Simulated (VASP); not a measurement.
# As in VASP: single point with PBEsol+D3(BJ)

Aim: the single point of As with PBEsol+D3(BJ).

Everything below comes from runs of VASP 6.6.1. Logs are shortened: lines on timing, memory, paths and dates and some standing lists are left out, and cuts for length are marked.

## Step 1: The structure

The cell holds a slab with vacuum, 6 atoms: a = 6.164 Å, b = 6.164 Å, c = 22.720 Å, α = 90.00°, β = 90.00°, γ = 120.00°.

The cell was built by a generator and needn't be a form met in nature.

## Step 2: Single point, PBEsol+D3(BJ)

The input, INCAR:

```
ALGO = Fast
DIPOL = 0.5 0.5 0.635
EDIFF = 1E-6
ENCUT = 520
GGA = PS
IDIPOL = 3
ISIF = 2
ISMEAR = 0
IVDW = 12
LASPH = T
LCHARG = T
LDIPOL = T
LELF = T
LREAL = F
LVACPOTAV = T
LVHAR = T
LWAVE = F
NBANDS = 24
NELM = 100
PREC = Accurate
SIGMA = 0.04
```

The input, KPOINTS:

```
k-points
0
Gamma
  6 6 1
```

The input, POSCAR:

```
As
1.0
    6.1640628806      0.0000000000      0.0000000000
   -3.0820314403      5.3382350841      0.0000000000
    0.0000000000      0.0000000000     22.7200000000
As
6
Direct
    0.7777780000      0.5555560000      0.6061793328
    0.4482532898      0.9064817222      0.6032994044
    0.1239153010      0.2364761063      0.6028709583
    0.4434980459      0.2280712433      0.6675953413
    0.1219702745      0.5669945524      0.6645382786
    0.7840450317      0.9031565766      0.6625704140
```

Potentials or basis: VASP PAW PBE potentials, release 64 (As).

On the command line:

```console
$ cat potpaw_PBE.64/As/POTCAR > POTCAR
$ mpirun -np 1 vasp_std > vasp.out
```

OUTCAR:

```text
EDIFF = 1E-6
   ENCUT = 520
   GGA = PS
   ISIF = 2
   ISMEAR = 0
   IVDW = 12
   LASPH = T
   LREAL = F
   NELM = 100
   PREC = Accurate
 IVDW          = 12

 ion  position               nearest neighbor table
   1  0.778  0.556  0.606-   4 2.47   5 2.47   6 2.48
   2  0.448  0.906  0.603-   4 2.47   6 2.48   5 2.48
   3  0.124  0.236  0.603-   5 2.48   6 2.48   4 2.48
   4  0.443  0.228  0.668-   1 2.47   2 2.47   3 2.48
   5  0.122  0.567  0.665-   1 2.47   3 2.48   2 2.48
   6  0.784  0.903  0.663-   2 2.48   3 2.48   1 2.48

  LATTYP: Found a hexagonal cell.
 ALAT       =     6.1640628806
 C/A-ratio  =     3.6858806343

  Lattice vectors:

 A1 = (   6.1640628806,   0.0000000000,   0.0000000000)
 A2 = (  -3.0820314403,   5.3382350841,   0.0000000000)
 A3 = (   0.0000000000,   0.0000000000,  22.7200000000)

Analysis of symmetry for initial positions (statically):
=====================================================================
 Subroutine PRICEL returns:
 Original cell was already a primitive cell.

 Routine SETGRP: Setting up the symmetry group for a
 hexagonal supercell.

 Subroutine GETGRP returns: Found  1 space group operations
 (whereof  1 operations were pure point group operations)
 out of a pool of 24 trial point group operations.

The static configuration has the point symmetry C_1 .

Analysis of symmetry for dynamics (positions and initial velocities):
=====================================================================
 Subroutine PRICEL returns:
 Original cell was already a primitive cell.

 Routine SETGRP: Setting up the symmetry group for a
 hexagonal supercell.

 Subroutine GETGRP returns: Found  1 space group operations
 (whereof  1 operations were pure point group operations)
 out of a pool of 24 trial point group operations.

The dynamic configuration has the point symmetry C_1 .

 Subroutine INISYM returns: Found  1 space group operations
 (whereof  1 operations are pure point group operations),
 and found     1 'primitive' translations

----------------------------------------------------------------------------------------

                                     Primitive cell

  volume of cell :     747.6065

  direct lattice vectors                    reciprocal lattice vectors
[... 96 lines left out ...]
   ISIF   =      2    stress and relaxation
   ISYM   =      2    0-nonsym 1-usesym 2-fastsym
   POTIM  = 0.5000    time-step for ionic-motion
   TEBEG  =    0.0;   TEEND  =   0.0 temperature during run
   PSTRESS=    0.0 pullay stress
   NELECT =      30.0000    total number of electrons
   NUPDOWN=      -1.0000    fix difference up-down
   EMIN   =  10.00;   EMAX   =-10.00  energy-range for DOS
   EFERMI =   0.00;   METHOD = LEGACY
   ISMEAR =     0;   SIGMA  =   0.04  broadening in eV -4-tet -1-fermi 0-gaus
   EFERMI_NEDOS =   21; number of points for ismear=-14 and -15
   IALGO  =     68    algorithm
   IMIX   =      4    mixing-type and parameters
     AMIX     =   0.40;   BMIX     =  1.00
     AMIX_MAG =   1.60;   BMIX_MAG =  1.00
  volume/ion in A,a.u.               =     124.60       840.85
  Fermi-wavevector in a.u.,A,eV,Ry     =   0.560477  1.059147  4.274054  0.314134
  Thomas-Fermi vector in A             =   1.596367
   LORBIT       =      0    0 simple, 1 ext, 2 COOP (PROOUT), +10 PAW based schemes
   GGA     = PS    functional components
   LHFCALC =     F    Hartree Fock is set to
   AEXX    =    0.0000 exact exchange contribution
   IVDW    =    12    specifies the selected vdW correction
   LEPSILON=     F    determine dielectric tensor
   LRPA    =     F    only Hartree local field effects (RPA)
 non-spin polarized calculation
 RMM-DIIS sequential band-by-band and
 Gauss-broadening in eV      SIGMA  =   0.04
  energy-cutoff  :      520.00
  volume of cell :      747.61
 maximum number of plane-waves:     20176
 NGX is ok and might be reduce to    48
   NGX = 23   NGY = 23   NGZ = 85

 dipolmoment           0.000000      0.000000     -0.000000 electrons x Angstroem

 number of electron      30.0000000 magnetization

 dipolmoment           0.000000      0.000000      0.000075 electrons x Angstroem

 Free energy of the ion-electron system (eV)
  ---------------------------------------------------
  ext. energy  EPLUGINS =         0.00000000
  ---------------------------------------------------
  free energy    TOTEN  =       -30.01726443 eV

  energy without entropy =      -30.01726443  energy(sigma->0) =      -30.01726443

 E-fermi :  -3.4956     XC(G=0):  -2.3204

 val. band max:       -3.6974293462   @ k =   0.0000   0.0000   0.0000
 cond. band min:      -2.1778626428   @ k =   0.3333   0.3333   0.0000
 fundamental gap:      1.5195667034
 Fermi energy:        -3.4955947848

 k-point     1 :       0.0000    0.0000    0.0000
  band No.  band energies     occupation
      1     -17.4875      2.00000
      2     -13.8025      2.00000
      3     -13.7777      2.00000
      4     -13.7661      2.00000
      5     -13.7398      2.00000
      6     -10.9410      2.00000
[... 529 lines left out ...]
     23       0.9678      0.00000
     24       1.0456      0.00000

------------------------ aborting loop because EDIFF is reached ----------------------------------------

 Edisp (eV)   -0.95214

 E8    (eV) :    -0.6362

  FORCE on cell =-STRESS in cart. coord.  units (eV):
  Direction    XX          YY          ZZ          XY          YZ          ZX
  --------------------------------------------------------------------------------------
  -------------------------------------------------------------------------------------
  Total      -1.16125    -1.17372     0.55289     0.00506     0.00750     0.01146
  in kB      -2.48865    -2.51536     1.18488     0.01085     0.01607     0.02455
  external pressure =       -1.27 kB  Pullay stress =        0.00 kB

 VOLUME and BASIS-vectors are now :
 -----------------------------------------------------------------------------
  energy-cutoff  :      520.00
  volume of cell :      747.61
      direct lattice vectors                 reciprocal lattice vectors
     6.164062881  0.000000000  0.000000000     0.162230662  0.093663916  0.000000000
    -3.082031440  5.338235084  0.000000000     0.000000000  0.187327831  0.000000000
     0.000000000  0.000000000 22.720000000     0.000000000  0.000000000  0.044014085

 POSITION                                       TOTAL-FORCE (eV/Angst)
 -----------------------------------------------------------------------------------
      3.08203      2.96569     13.77239        -0.023258      0.115551     -0.254479
     -0.03074      4.83901     13.70696         0.018573     -0.084884     -0.099763
      0.03499      1.26237     13.69723        -0.003933     -0.029983     -0.064858
      2.03083      1.21750     15.16777         0.011327      0.011616      0.051882
     -0.99566      3.02675     15.09831         0.000506     -0.016284      0.155814
      2.04935      4.82126     15.05360        -0.003217      0.003985      0.211404
 -----------------------------------------------------------------------------------
    total drift:                                0.000009     -0.000089     -0.000219

  FREE ENERGIE OF THE ION-ELECTRON SYSTEM (eV)
  ---------------------------------------------------
  free  energy   TOTEN  =       -30.9694006504 eV

  energy  without entropy=      -30.9694006504  energy(sigma->0) =      -30.96940065

 vacuum level on the upper side and lower side of the slab         1.690         1.690
```

stdout:

```text
POSCAR found type information on POSCAR As
 POSCAR found :  1 types and       6 ions
 scaLAPACK will be used
 -----------------------------------------------------------------------------
|                                                                             |
[... 23 lines left out ...]
|     field-free region was found. Please increase the size of  your cell     |
|     in the dimension of the dipole correction to obtain accurate            |
|     workfunction values.                                                    |
|                                                                             |
 -----------------------------------------------------------------------------
```

Wall time 9 min (1 thread of Intel Xeon Platinum 8559C (Emerald Rapids), shared host); peak memory 0.91 GiB.

What came out:

* Free energy: -30.9694 eV
* Largest force: 0.280 eV/Å
* Band gap on the k mesh: 1.52 eV
* Dispersion energy per atom: -0.159 eV
* Ionisation potential of the upper face: 5.39 eV

Forces in eV/Å, atoms in the order of the input:
```
As  -0.023  0.116 -0.254
As   0.019 -0.085 -0.100
As  -0.004 -0.030 -0.065
As   0.011  0.012  0.052
As   0.001 -0.016  0.156
As  -0.003  0.004  0.211
```

Levels at points of the mesh, in eV from the valence-band top:
```csv
k point,band 11,band 12,band 13,band 14,band 15,band 16,band 17,band 18,band 19,band 20
"(0.00, 0.00, 0.00)",-1.99,-1.93,-0.64,-0.01,0.00,1.89,1.90,2.03,3.55,3.56
"(0.50, 0.00, 0.00)",-2.30,-1.98,-1.66,-0.56,-0.29,1.87,2.75,2.81,3.09,3.51
"(0.00, 0.50, 0.00)",-2.31,-1.98,-1.67,-0.54,-0.32,1.87,2.74,2.82,3.10,3.51
"(0.50, 0.50, 0.00)",-2.37,-1.98,-1.67,-0.47,-0.40,1.87,2.76,2.79,3.13,3.52
```

Caveat: the PAW data sets were made with another functional, which shifts forces and pressure a little. A hybrid or GW would open this gap; PBEsol tends to underestimate it.
